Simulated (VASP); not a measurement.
A run of VASP 6.6.1 is set up as follows.

INCAR

```
  ALGO = Normal
  EDIFF = 1E-6
  ENCUT = 500
  GGA = PS
  GGA_COMPAT = F
  ISIF = 2
  ISMEAR = 0
  LASPH = T
  LCHARG = F
  LREAL = F
  LWAVE = F
  NBANDS = 11
  NELM = 120
  PREC = Accurate
  SIGMA = 0.01
```

File KPOINTS:

```
k-points
0
Gamma
  8 8 8
```

POSCAR

```
AlP
1.0
    0.0000000000      2.7351727390      2.7351727390
    2.7351727390      0.0000000000      2.7351727390
    2.7351727390      2.7351727390      0.0000000000
Al P
1 1
Direct
    0.0000000000      0.0000000000      0.0000000000
    0.7500000000      0.7500000000      0.7500000000
```

Potentials or basis: VASP PAW PBE potentials, release 64 (Al, P).

Command:

```bash
$ cat potpaw_PBE.64/Al/POTCAR potpaw_PBE.64/P/POTCAR > POTCAR
$ mpirun -np 1 vasp_std > vasp.out
```

(1) What does it give for the pressure?

(2) Predict the band gap on the k mesh.

Answers

(1) 0.0 GPa.

(2) 1.45 eV, indirect (least direct gap 3.16 eV).

Caveat: the PAW data sets were made with another functional, which shifts forces and pressure a little.

**Measured values to compare with.**

A printed reference work, data compilation reports, for a bulk crystal of AlP at 4.2 K: band gap 2.505 eV (indirect).

Against the measured gap of AlP, 2.505 eV (indirect; 4.2 K; a printed reference work, data compilation), the calculated 1.45 eV is off by -1.06 eV. The value is that of PBEsol on a finite k mesh, which can miss the band edges, without temperature or zero-point motion. Semilocal functionals fall short of measured gaps as a rule.
